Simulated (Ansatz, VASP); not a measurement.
**Ga: VASP beside Ansatz**

```
CELL_PARAMETERS angstrom
4.41961 0.00000 0.00000
-2.20981 3.82750 0.00000
0.00000 0.00000 2.74664
ATOMIC_POSITIONS crystal
Ga 0.33333 0.66667 0.50000
Ga 0.66667 0.33333 0.50000
```

The cell was built by a generator and needn't be a form met in nature.

Alike in both runs: task single point; functional PBE; k mesh 7 × 7 × 10; occupations fermi-dirac, width 0.05 eV; no spin polarisation.

|  | VASP | Ansatz |
| --- | --- | --- |
| version | VASP 6.6.1 | Ansatz 0.2.0 |
| potentials or method | VASP PAW PBE potentials, release 64 (Ga_d) | Ansatz PAW |
| plane-wave cutoff (eV) | 520 | 420 |
| valence electrons in the cell | 26 | 26 |

Ansatz gave:

| Quantity | Value |
| --- | --- |
| gap on the k mesh at the Fermi level (eV) | none |
| pressure (GPa) | 1.0 |
| largest component of the traceless stress (GPa) | 0.87 |

Question: Estimate VASP's values.

Answer: gap on the k mesh at the Fermi level (eV): none; pressure (GPa): 1.1; largest component of the traceless stress (GPa): 0.90.

A gap of «none» marks a metal or a gap that the smearing closes.
